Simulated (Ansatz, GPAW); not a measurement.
## butadiene-1,4-dithiol between two Pd chains: relaxation, then transmission at several levels

Aim: the conductance of butadiene-1,4-dithiol between two Pd chains after relaxation, and whether geometry, basis or functional moves it most.

Main program and level: GPAW 26.7.0 and Ansatz 0.2.0; Ansatz plane waves; relaxation of the junction with the lead ends held, in the first sound run; inputs show where later runs differ.

This is a report of a sequence of runs, with most program output left out.

## 1. Starting point

The cell holds 26 atoms: 16 Pd, 2 S, 4 H and 4 C. Cell: a = 11.046 Å, b = 9.000 Å, c = 46.065 Å, α = 90.0°, β = 90.0°, γ = 90.0°. Regions: left lead, 8 atoms (8 Pd); channel, 10 atoms (2 S, 4 H and 4 C); right lead, 8 atoms (8 Pd). Vacuum lies along a and b. The structure is stacked along c, and the current runs across the ab planes.

## 2. Relaxing the atoms

Transmission follows bond lengths closely, so the atoms between the held lead ends are relaxed first, from a slightly shaken start that lets symmetry break.

input.yaml

```yaml
crystal:
  lattice:
    - [11.0457445133, 0.0, 0.0]
    - [0.0, 9.0, 0.0]
    - [0.0, 0.0, 46.0645819109]
  atoms:
    - { symbol: Pd, position: [0.5, 0.5, 0.0271358156] }
    - { symbol: Pd, position: [0.5, 0.5, 0.0814074468] }
    - { symbol: Pd, position: [0.5, 0.5, 0.135679078] }
    - { symbol: Pd, position: [0.5, 0.5, 0.1899507091] }
    - { symbol: Pd, position: [0.5, 0.5, 0.2442223403] }
    - { symbol: Pd, position: [0.5, 0.5, 0.2984939715] }
    - { symbol: Pd, position: [0.494771567, 0.4899373492, 0.3535174579] }
    - { symbol: Pd, position: [0.5042444814, 0.5044317246, 0.4067574576] }
[... 14 atom lines left out ...]
    - { symbol: Pd, position: [0.5, 0.5, 0.8100492909] }
    - { symbol: Pd, position: [0.5, 0.5, 0.864320922] }
    - { symbol: Pd, position: [0.5, 0.5, 0.9185925532] }
    - { symbol: Pd, position: [0.5, 0.5, 0.9728641844] }
kpoints:
  mp_grid: { grid: [1, 1, 2] }
hamiltonian:
  xc: pbe
scf:
  occupations: { method: fermi_dirac, width: 0.1 }
relax:
  f_tol: 0.03
  max_steps: 80
  constraints: [{ sites: [0, 1, 2, 3, 4, 5, 20, 21, 22, 23, 24, 25] }]
```

Started as:

```console
ansatz run input.yaml --threads 4 --pin off --max-ram 8192MiB --backend cpu --events-out ev --progress --plain --runs-dir out
```

Wall time 5 min (4 threads of Arm Neoverse V1, shared host); peak memory 7.3 GiB.

The steps of the relaxation:

| step | energy less that of the first step (eV) | largest force component (eV/Å) |
| --- | --- | --- |
| 1 | 0.0000 | 6.6814 |
| 2 | -1.1006 | 2.5098 |
| 3 | -1.3814 | 1.5254 |
| 4 | -1.5573 | 0.3742 |
| 5 | -1.6196 | 0.1596 |
| 6 | -1.6431 | 0.1324 |
| 7 | -1.6499 | 0.0589 |
| 8 | -1.6504 | 0.0146 |

The atoms that moved most (Å):

| atom | dx | dy | dz | length |
| --- | --- | --- | --- | --- |
| Pd20 | 0.821 | 0.023 | 0.172 | 0.839 |
| Pd7 | -0.768 | 0.104 | -0.177 | 0.795 |
| S9 | 0.442 | -0.015 | -0.379 | 0.582 |
| S18 | -0.426 | 0.044 | 0.334 | 0.543 |
| H13 | 0.232 | -0.035 | -0.472 | 0.527 |
| H14 | -0.170 | 0.037 | 0.477 | 0.507 |
| H17 | -0.384 | -0.011 | -0.166 | 0.418 |
| C16 | -0.220 | -0.061 | 0.345 | 0.414 |

The relaxed structure:

```cif
data_structure
_symmetry_space_group_name_H-M 'P 1'
_symmetry_Int_Tables_number 1
_cell_length_a 11.0457
_cell_length_b 9.0000
_cell_length_c 46.0646
_cell_angle_alpha 90.000
_cell_angle_beta 90.000
_cell_angle_gamma 90.000
_cell_volume 4579.36
loop_
_atom_site_label
_atom_site_type_symbol
_atom_site_fract_x
_atom_site_fract_y
_atom_site_fract_z
_atom_site_occupancy
Pd1 Pd 0.50000 0.50000 0.02714 1
Pd2 Pd 0.50000 0.50000 0.08141 1
Pd3 Pd 0.50000 0.50000 0.13568 1
Pd4 Pd 0.50000 0.50000 0.18995 1
Pd5 Pd 0.50000 0.50000 0.24422 1
Pd6 Pd 0.50000 0.50000 0.29849 1
Pd7 Pd 0.42526 0.50152 0.34967 1
Pd8 Pd 0.52261 0.49922 0.40109 1
S9 S 0.37060 0.49736 0.43169 1
H10 H 0.58885 0.50014 0.47358 1
C11 C 0.39579 0.49772 0.46794 1
C12 C 0.50142 0.49902 0.48475 1
H13 H 0.30969 0.49661 0.47982 1
H14 H 0.69153 0.50148 0.52012 1
C15 C 0.49982 0.49903 0.51520 1
C16 C 0.60543 0.50040 0.53201 1
H17 H 0.41238 0.49794 0.52637 1
S18 S 0.63062 0.50075 0.56826 1
Pd19 Pd 0.47869 0.49893 0.59888 1
Pd20 Pd 0.57531 0.50371 0.65037 1
Pd21 Pd 0.50000 0.50000 0.70151 1
Pd22 Pd 0.50000 0.50000 0.75578 1
Pd23 Pd 0.50000 0.50000 0.81005 1
Pd24 Pd 0.50000 0.50000 0.86432 1
Pd25 Pd 0.50000 0.50000 0.91859 1
Pd26 Pd 0.50000 0.50000 0.97286 1
```

This step gave:

- free energy: -114398.1864 eV
- smearing term TS: 1.643 eV
- symmetry operations: 1

The relaxation lowered the energy of the cell by 1.65 eV.

## 3. Plane-wave reference (PBE)

Plane waves give the reference curve, free of the bias of atom-centred orbitals.

This step: Ansatz plane waves; Landauer transmission by layers, zero bias (Ansatz 0.2.0).

input.yaml

```yaml
crystal:
  lattice:
    - [11.0457445133, 0.0, 0.0]
    - [0.0, 9.0, 0.0]
    - [0.0, 0.0, 46.0645819109]
  atoms:
    - { symbol: Pd, position: [0.5, 0.5, 0.0271358156] }
    - { symbol: Pd, position: [0.5, 0.5, 0.0814074468] }
    - { symbol: Pd, position: [0.5, 0.5, 0.135679078] }
    - { symbol: Pd, position: [0.5, 0.5, 0.1899507091] }
    - { symbol: Pd, position: [0.5, 0.5, 0.2442223403] }
    - { symbol: Pd, position: [0.5, 0.5, 0.2984939715] }
    - { symbol: Pd, position: [0.4252577303, 0.5015203448, 0.3496715155] }
    - { symbol: Pd, position: [0.5226061975, 0.4992168354, 0.4010866013] }
[... 14 atom lines left out ...]
    - { symbol: Pd, position: [0.5, 0.5, 0.8100492909] }
    - { symbol: Pd, position: [0.5, 0.5, 0.864320922] }
    - { symbol: Pd, position: [0.5, 0.5, 0.9185925532] }
    - { symbol: Pd, position: [0.5, 0.5, 0.9728641844] }
kpoints:
  mp_grid: { grid: [1, 1, 2] }
hamiltonian:
  xc: pbe
scf:
  occupations: { method: fermi_dirac, width: 0.1 }
output:
  transmission:
    leads: [[0, 1]]
    e_range: [-2, 2]
    de: 0.025
    kmesh: [1, 1]
    reduced_basis: true
  write_potential: true
  write_density: true
  volumetric_format: npy
```

Wall time 5.2 min (4 threads); peak memory 7 GiB; 11 min of CPU time.

Numbers from this step:

| Property | Result |
| --- | --- |
| free energy | -114398.1867 eV |
| lead level | 0 eV from the Fermi level |
| transmission at the Fermi level (one spin) | 0.01678 |
| open channels of the lead at the Fermi level (one spin) | 4 |
| step of the potential along the lead | 1 meV |
| offset of the lead | 0 Å |
| filling of the lead less its bulk value, in size | 10.5 meV |
| conductance | 0.01891 G₀ |

One spin. The transmission, zone mean by energy, zero at the Fermi level:

energy (eV), log10 transmission, zone mean and a bar from the least value:
```
   -2.000       -1.7 ##################
   -1.900       -1.5 ####################
   -1.825       -0.3 ##############################
   -1.800       -0.9 #########################
   -1.700       -1.0 ########################
   -1.600       -1.0 ########################
   -1.500       -1.1 #######################
   -1.400       -1.6 ###################
   -1.300       -2.2 ##############
   -1.200       -2.6 ##########
   -1.100       -1.6 ###################
   -1.050       -0.6 ###########################
   -1.000       -1.5 ###################
   -0.900       -1.8 #################
   -0.800       -1.7 ##################
   -0.700       -1.5 ####################
   -0.600       -1.6 ###################
   -0.525       -0.3 ##############################
   -0.500       -0.5 ############################
   -0.400       -1.4 #####################
   -0.300       -2.0 ###############
   -0.200       -2.2 ##############
   -0.100       -2.0 ###############
    0.000       -1.8 #################
    0.100       -1.3 #####################
    0.125       -1.1 #######################
    0.200       -3.5 ###
    0.300       -3.5 ###
    0.400       -3.5 ###
    0.500       -3.5 ###
    0.600       -3.5 ###
    0.700       -3.5 ###
    0.800       -3.5 ###
    0.900       -3.5 ###
    1.000       -3.5 ###
    1.100       -3.5 ###
    1.200       -3.5 ###
    1.300       -3.5 ##
    1.400       -3.6 ##
    1.500       -3.6 ##
    1.600       -3.6 ##
    1.700       -3.6 ##
    1.800       -3.7 ##
    1.900       -3.7 #
    2.000       -3.8
```

One spin. Table of open channels, zone mean by energy, zero at the Fermi level:

| energy (eV) | open channels, zone mean |
| --- | --- |
| -2.000 | 3 |
| -1.900 | 3 |
| -1.800 | 3 |
| -1.700 | 3 |
| -1.600 | 3 |
| -1.500 | 3 |
| -1.400 | 3 |
| -1.300 | 3 |
| -1.200 | 3 |
| -1.100 | 5 |
| -1.000 | 5 |
| -0.900 | 5 |
| -0.800 | 5 |
| -0.700 | 5 |
| -0.600 | 5 |
| -0.500 | 4 |
| -0.400 | 4 |
| -0.300 | 4 |
| -0.200 | 4 |
| -0.100 | 4 |
| 0.000 | 4 |
| 0.100 | 4 |
| 0.200 | 1 |
| 0.300 | 1 |
| 0.400 | 1 |
| 0.500 | 1 |
| 0.600 | 1 |
| 0.700 | 1 |
| 0.800 | 1 |
| 0.900 | 1 |
| 1.000 | 1 |
| 1.100 | 1 |
| 1.200 | 1 |
| 1.300 | 1 |
| 1.400 | 1 |
| 1.500 | 1 |
| 1.600 | 1 |
| 1.700 | 1 |
| 1.800 | 1 |
| 1.900 | 1 |
| 2.000 | 1 |

Crystal 0, spin -, k parallel (0, 0); distinct values, listed up to 1.5 1/Å. The Im kz of the slowest decaying states by energy, zero at the Fermi level:

```
energy (eV)  decay 1 (Å⁻¹)  decay 2 (Å⁻¹)  decay 3 (Å⁻¹)  decay 4 (Å⁻¹)
    -2.0000          0.728          0.817          0.818           1.32
    -1.7500          0.665          0.700          0.701           1.30
    -1.5000          0.538          0.538          0.595           1.27
    -1.2500          0.231          0.232          0.515           1.25
    -1.0000          0.418           1.22           1.26           1.26
    -0.7500           0.29           1.20           1.23           1.24
    -0.5000          0.275          0.275           1.17           1.21
    -0.2500          0.523          0.523           1.14           1.18
     0.0000          0.658           1.12           1.15           1.16
     0.2500          0.118          0.118          0.142          0.753
     0.5000          0.205          0.205          0.266          0.826
     0.7500          0.255          0.255          0.347          0.884
     1.0000          0.288          0.289          0.411          0.933
     1.2500          0.310          0.311          0.464          0.974
     1.5000          0.323          0.324          0.509          0.949
     1.7500          0.327          0.329          0.547          0.921
     2.0000          0.324          0.327          0.581          0.888
```

Crystal 0, spin -, k parallel (0, 0). Re kz of states that move upwards against energy, zero at the Fermi level:

```csv
energy (eV),channel 1 (Å⁻¹),channel 2 (Å⁻¹),channel 3 (Å⁻¹),channel 4 (Å⁻¹),channel 5 (Å⁻¹)
-2.000,-0.781,-0.780,0.603,-,-
-1.800,-0.710,-0.710,0.637,-,-
-1.600,-0.646,-0.646,0.672,-,-
-1.400,-0.585,-0.585,0.707,-,-
-1.200,-0.527,-0.527,0.744,-,-
-1.000,-0.470,-0.469,0.493,0.494,0.783
-0.800,-0.413,-0.412,0.757,0.757,0.826
-0.600,-0.355,-0.354,0.873,1.12,1.12
-0.400,-0.293,-0.293,0.204,0.927,-
-0.200,-0.226,-0.225,0.335,0.993,-
0.000,-0.141,-0.140,0.425,1.08,-
0.200,0.497,-,-,-,-
0.400,0.557,-,-,-,-
0.600,0.609,-,-,-,-
0.800,0.655,-,-,-,-
1.000,0.695,-,-,-,-
1.200,0.732,-,-,-,-
1.400,0.765,-,-,-,-
1.600,0.796,-,-,-,-
1.800,0.825,-,-,-,-
2.000,0.853,-,-,-,-
```

The electrostatic potential energy of an electron (with the applied field's), less the Fermi level, planar mean oscillates, so the rows of the table below give means over windows of 2.45 Å about each position, cut where the curve ends. Its first 14 maxima inside the range that stand out by 2 % of the span (Å: eV): 2.4: 5.08, 5.0: 5.08, 7.5: 5.08, 9.9: 5.05, 12.5: 5.04, 15.0: 4.87, 17.3: 4.66, 19.3: 3.83, 20.9: 4.30, 23.0: 4.13, 25.2: 4.30, 26.8: 3.83, 28.8: 4.67, 31.1: 4.87. Its first 14 minima: 1.3: 3.76, 3.7: 3.75, 6.2: 3.76, 8.8: 3.74, 11.2: 3.72, 13.8: 3.68, 16.1: 3.54, 18.6: 3.35, 19.9: 3.69, 22.0: 3.08, 24.0: 3.08, 26.2: 3.69, 27.5: 3.35, 29.9: 3.54.

The electrostatic potential energy of an electron (with the applied field's), less the Fermi level, planar mean by z; means over each step:

```
z (Å)  electrostatic potential energy of an electron (with the applied field's), less the Fermi level, planar mean (eV)
 1.23                                                                                                              4.46
 3.68                                                                                                              4.46
 6.12                                                                                                              4.46
 8.58                                                                                                              4.44
11.03                                                                                                              4.43
13.47                                                                                                              4.38
15.93                                                                                                              4.23
18.38                                                                                                              3.89
20.83                                                                                                              3.75
23.28                                                                                                              3.51
25.73                                                                                                              3.87
28.18                                                                                                              4.02
30.63                                                                                                              4.24
33.08                                                                                                              4.42
35.53                                                                                                              4.44
37.98                                                                                                              4.46
40.43                                                                                                              4.47
42.88                                                                                                              4.47
45.33                                                                                                              4.29
```

The valence density, planar mean oscillates, so the rows of the table below give means over windows of 2.45 Å about each position, cut where the curve ends. Its first 14 maxima inside the range that stand out by 2 % of the span (Å: e/Å³): 1.3: 0.171, 3.7: 0.172, 6.2: 0.171, 8.8: 0.172, 11.2: 0.172, 13.8: 0.170, 16.1: 0.172, 18.4: 0.173, 21.9: 0.0698, 24.2: 0.0697, 27.6: 0.173, 29.9: 0.172, 32.2: 0.170, 34.8: 0.172. Its first 14 minima: 2.4: 0.0122, 5.0: 0.0122, 7.5: 0.0121, 9.9: 0.0123, 12.5: 0.0123, 15.0: 0.0144, 17.3: 0.0131, 20.9: 0.0260, 23.0: 0.0285, 25.2: 0.0260, 28.8: 0.0131, 31.1: 0.0144, 33.5: 0.0123, 36.1: 0.0123.

Valence density, planar mean against z; means over each step:

z (Å), valence density, planar mean (e/Å³) and a bar from the least value:
```
     1.23      0.074 ###################
     3.68      0.074 ###################
     6.12      0.074 ###################
     8.58      0.074 ###################
    11.03      0.074 ###################
    13.47      0.074 ####################
    15.93      0.075 ####################
    18.38      0.082 ########################
    20.83      0.041 #
    23.28      0.048 #####
    25.73      0.038 
    28.18      0.078 ######################
    30.63      0.077 #####################
    33.08      0.072 ###################
    35.53      0.072 ###################
    37.98      0.073 ###################
    40.43      0.073 ###################
    42.88      0.073 ###################
    45.33      0.093 ##############################
```

The largest of the program's own error estimates on the conductance is 9.5 %. T at the Fermi level is 0.0168 of 4 open channels a spin.

(Part 1 of 3 ends here.)

[Logs are printed without paths, hosts, clocks, repeated set-up lines and the standing remarks that a program may print on its own settings, such as how far it seeks lower states.]

[Hosts, paths, dates, database ids (printed as entryN), source tags and the programs' standing remarks are cut or masked in the printed files.]
